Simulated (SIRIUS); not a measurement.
**Li2O under changes of volume**

One of the cells (8.567 Å³/atom); the others are scaled copies at fixed shape and fractional positions:

```xyz
3
Lattice="0.0000 2.3423 2.3423 2.3423 0.0000 2.3423 2.3423 2.3423 0.0000" Properties=species:S:1:pos:R:3 pbc="T T T"
O     0.0000    0.0000    0.0000
Li    1.1711    1.1711    1.1711
Li    3.5134    3.5134    3.5134
```

The cell comes from a database or a generator and needn't be the stable form of this composition.

- Program: SIRIUS 7.12.0
- Functional: PBEsol
- Potentials or basis: all-electron FP-LAPW
- Cutoff: 276 eV
- Basis: apw+lo standard
- k mesh: 10 × 10 × 10
- Occupations: fermi-dirac, width 0.05 eV
- Spin: no spin polarisation

| volume (Å³/atom) | energy over the lowest point (meV/atom) | gap on the mesh (eV) |
| --- | --- | --- |
| 7.895 | 0.07 | 4.91 |
| 8.063 | 0.00 | 4.87 |
| 8.231 | ? | ? |
| 8.567 | 9.63 | 4.76 |
| 8.735 | 15.63 | 4.73 |
| 8.903 | 22.76 | 4.60 |

Task: What does the run at 8.231 Å³/atom give?

Result: Energy over the lowest point 1.72 meV/atom; gap on the mesh 4.83 eV.

Worked out: A Birch-Murnaghan fit of order 3 (a polynomial in V^(-2/3)) to the other rows has its minimum at 7.99 Å³/atom with B0 = V·E''(V) = 83 GPa and B' = 3.9. It gives 1.68 meV/atom at 8.231 Å³/atom, against the run's 1.72. A parabola through the other rows of the gap, of slope -1.63 eV per unit of ln V there, gives 4.86 eV, against the run's 4.83. The fit is too stiff a form for this range.

Energies are extrapolated to zero smearing.

A mesh can miss the band edges.
